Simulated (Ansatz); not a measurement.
LiI (rock salt) is sheared across one {100} plane: the third cell vector gains the shift, so faults repeat every 9.0 Å. The cut lies between planes 3.01 Å apart; the cell height is held.

```yaml
crystal:
  lattice:
    - [4.25610, 0.00000, 0.00000]
    - [0.00000, 4.25610, 0.00000]
    - [2.12805, 2.12805, 9.02856]
  atoms:
    - { symbol: I, position: [0.00000, 0.00000, 0.83333] }
    - { symbol: I, position: [0.33333, 0.33333, 0.16667] }
    - { symbol: I, position: [0.66667, 0.66667, 0.50000] }
    - { symbol: Li, position: [0.50000, 0.50000, 0.83333] }
    - { symbol: Li, position: [0.83333, 0.83333, 0.16667] }
    - { symbol: Li, position: [0.16667, 0.16667, 0.50000] }
```

In-plane vectors a = (4.256, 0.000) Å, b = (0.000, 4.256) Å, area 18.11 Å². The shift is s times the vector a (length 4.256 Å), so s = 1 restores the start. Atoms relax along the normal only. γ = [E(shift) − E(0)] / area.

Method: PBE (plane waves to 420 eV, PAW, scalar-relativistic; Ansatz, a quantum-chemistry and plane-wave program). k mesh 7×7×7 (Γ-centred), Fermi-Dirac smearing 0.05 eV. Energies are extrapolated to zero smearing. Faults lie only 9.0 Å apart, and holding the cell height raises γ above its relaxed value. LiI was relaxed with its symmetry unable to fall. Spin-orbit coupling is left out, though I is heavy. γ is measured from zero shift.

```tsv
s	γ (mJ/m²)
0.000	0
0.083	withheld
0.167	89
0.250	171
0.333	244
0.417	293
0.500	310
0.583	293
0.667	244
0.750	171
0.833	89
0.917	withheld
```

**Question.** Fit a Fourier form (three harmonics of 1 − cos and sin) to the given rows and predict γ at s = 0.917.

**Answer.** Least squares on the 10 given rows: γ = (154.9)·[1 − cos(2πs)] + (7.9)·[1 − cos(4πs)], in mJ/m²; root-mean-square residual 0.2 mJ/m². At 0.917 the fit gives 25 mJ/m²; the calculation gives 24 mJ/m², so the interpolation is off by 1 (+4.2 %). 

(The slope of γ gives the shear force per area between the displaced halves; near zero shift its curvature is an elastic stiffness.)
